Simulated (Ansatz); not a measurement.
input.yaml

```yaml
crystal:
  lattice:
    - [4.2117092996, 0.0, 0.0]
    - [-2.1058546498, 3.6474472468, 0.0]
    - [0.0, 0.0, 4.7864138796]
  atoms:
    - { symbol: S, position: [0.217, 0.0, 0.1666666667] }
    - { symbol: S, position: [0.0, 0.217, 0.8333333333] }
    - { symbol: S, position: [0.783, 0.783, 0.5] }
basis:
  ecutwfc: 420
kpoints:
  mp_grid: { grid: [9, 9, 6] }
hamiltonian:
  xc: pbesol
scf:
  occupations: { method: gaussian, width: 0.02 }
output:
  forces: true
  stress: true
  eigenvalues: true
```

Run as
```bash
ansatz run input.yaml --threads 1 --pin off --max-ram 1331MiB --backend cpu --events-out ev --progress --plain --runs-dir out
```

All numbers below come from Ansatz 0.2.0, DFT PBEsol, scalar-relativistic, plane waves, PAW.

From the run's log, abridged:

```
Pseudopotentials: kind: paw
Pseudopotential: S, paw, valence charge 6, recommended cutoff 420 eV (normal)
Functional definition: PBEsol
Crystal: 3 atoms, lattice volume = 73.529 Å³
Basis set: ecut = 420 eV, 1425 PW (Γ), exchange–correlation on 60×60×64 points (8 copies of the dense FFT grid, shifted against one another)
Bands: 13, of which v1, the nominal top of the filled ones, is band 9 counted from 1 (8 counted from 0)
Symmetry: 6 space group operations
Space group: P3221 (ITA 154), of the structure as read, at distance tolerance 4.2e-5 Å
k-points: 62 of 486 (time reversal used)
Initial density: superposition of atomic densities (neutral atoms: chi_scale 0, normalization atom), corrected by the library's trained network
Initial wavefunctions: pseudopotential atomic-orbital guess
Functional: x = pbesol(κ = 0.804, μ = 0.12345679), c = pbesol(β = 0.046)
SCF iter   1: F=—  HF=-2654.101365 eV  |F-HF|=—  |Δ(HF+E_count)|=         —  Δρ=3.33e-3  dr2=8.32e-3  ethr=1.77e-3  ⟨swp⟩=6.9  Hψ=5333  notcnv=0
SCF iter   2: F=—  HF=-2654.099552 eV  |F-HF|=—  |Δ(HF+E_count)|=   1.81e-3  Δρ=1.35e-3  dr2=9.70e-4  ethr=4.62e-5  ⟨swp⟩=2.7  Hψ=2108  notcnv=0
SCF iter   3: F=—  HF=-2654.099702 eV  |F-HF|=—  |Δ(HF+E_count)|=   1.50e-4  Δρ=3.03e-4  dr2=6.74e-5  ethr=5.39e-6  ⟨swp⟩=2.7  Hψ=1512  notcnv=0
SCF iter   4: F=—  HF=-2654.099731 eV  |F-HF|=—  |Δ(HF+E_count)|=   2.86e-5  Δρ=1.02e-4  dr2=3.43e-6  ethr=3.75e-7  ⟨swp⟩=2.0  Hψ=1178  notcnv=0
SCF iter   5: F=-2654.099737 eV  HF=-2654.099737 eV  |F-HF|=1.48e-7  |Δ(HF+E_count)|=   6.33e-6  Δρ=1.32e-5  dr2=7.18e-8  ethr=1.90e-8  ⟨swp⟩=2.4  Hψ=1273  notcnv=0
SCF iter   6: F=-2654.099737 eV  HF=-2654.099737 eV  |F-HF|=3.48e-9  |Δ(HF+E_count)|=   1.73e-7  Δρ=2.06e-6  dr2=1.72e-9  ethr=3.99e-10  ⟨swp⟩=2.6  Hψ=3008  notcnv=0
SCF 1 converged in 6 iterations: F = -2654.099737 eV  dr2 = 1.72e-9
SCF converged after 6 iterations
Free energy (F): -2654.099737 eV
Harris-Foulkes:  -2654.099737 eV  (|F-HF|=3.48e-9)
Internal energy: -2654.099737 eV  (E = F + TS)
E sigma→0 (E₀):  -2654.099737 eV
Fermi energy:    4.020260 eV
--- Per-component energies (eV) ---
  E_band       = -45.949409
  E_kinetic    = 307.639125
  E_local      = -418.250496  (includes V_loc(G=0)·N_el)
  E_nonlocal   = 87.699135
  E_hartree    = 123.138916
  E_xc         = -282.650844
  E_vxc        = -254.563288  (∫ρ·V_xc dr)
  E_paw        = -1751.978607  (= ΣΔE_a)
  E_vpaw       = -14.751698  (= ΣTr[D̂ρ^β])
  E_aug_tail   = 0.000005  (compensation charges beyond the density's cutoff)
  E_ewald      = -719.882820
  E_core_change = 0.185848  (= ΣΔE_core)
  E_smearing   =  0.000000  (= −TS)
--- Forces (eV/Å), atoms counted from 1 ---
  atom   1  S     -1.74888794     0.00000000     0.00000000
  atom   2  S      0.87444397    -1.51458138     0.00000000
  atom   3  S      0.87444397     1.51458138     0.00000000
--- Stress (GPa, compression-positive) ---
       -6.641161       0.000000       0.000000
        0.000000      -6.641161       0.000000
        0.000000       0.000000     -13.459090
  P = ⅓ Tr σ = -8.9138 GPa (-89.138 kbar)
--- Band table (eV; the first three rows and the last of 62) ---
  k-point 0: bands = ["-11.8695", "-7.6285", "-7.6285", "-0.2900", "-0.2900", "-0.0355", "1.5807", "1.5807", "3.2051", "5.4913", "5.4913", "5.8133", "10.2997"]
  k-point 1: bands = ["-11.7350", "-8.7742", "-6.4945", "-0.7322", "-0.0241", "0.0225", "1.6577", "1.8024", "3.0127", "5.2463", "5.3626", "5.6351", "10.4358"]
  k-point 2: bands = ["-11.3362", "-9.8185", "-5.5598", "-1.2586", "0.1487", "0.1514", "1.8832", "2.2302", "2.5805", "4.9161", "5.0641", "5.2812", "10.3736"]
  k-point 61: bands = ["-10.2878", "-10.2878", "-6.2797", "-2.2075", "-1.1471", "-1.1471", "2.4336", "3.2916", "3.2916", "4.5443", "6.2119", "6.2119", "10.4455"]
```

Self-consistency was reached.

 The cell holds chains, and where no dispersion correction was added their binding is poorly described.